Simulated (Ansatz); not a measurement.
AlFe:

```
Fe Al
1.0
     2.91000    0.00000    0.00000
     0.00000    2.91000    0.00000
     0.00000    0.00000    2.91000
Fe Al
1 1
Direct
  0.50000 0.50000 0.50000
  0.00000 0.00000 0.00000
```

Base run:

```yaml
Program: Ansatz 0.2.0
Functional: PBE
Potentials_or_basis: all-electron LAPW, scalar-relativistic
Cutoff: 247 eV (chosen from the basis error)
Basis_error_allowed: 0.001 eV/atom
k_mesh: 9 × 9 × 9
Occupations: fermi-dirac, width 0.05 eV
Spin: collinear spin, ferromagnetic start
Starting_moments: "[3.0, 0.0] μB"
```

Its results: pressure -6.2 GPa; net moment 0.66 μB per cell; site moments Fe +0.72; Al -0.03 μB.

Problem. The run is repeated on the same cell with these changes: functional from PBE to PBEsol. What comes out?

Solution. Pressure -11.3 GPa; net moment 0.66 μB per cell; site moments Fe +0.72; Al -0.03 μB.

PBEsol binds more tightly than PBE, so the same cell stands under less pressure.
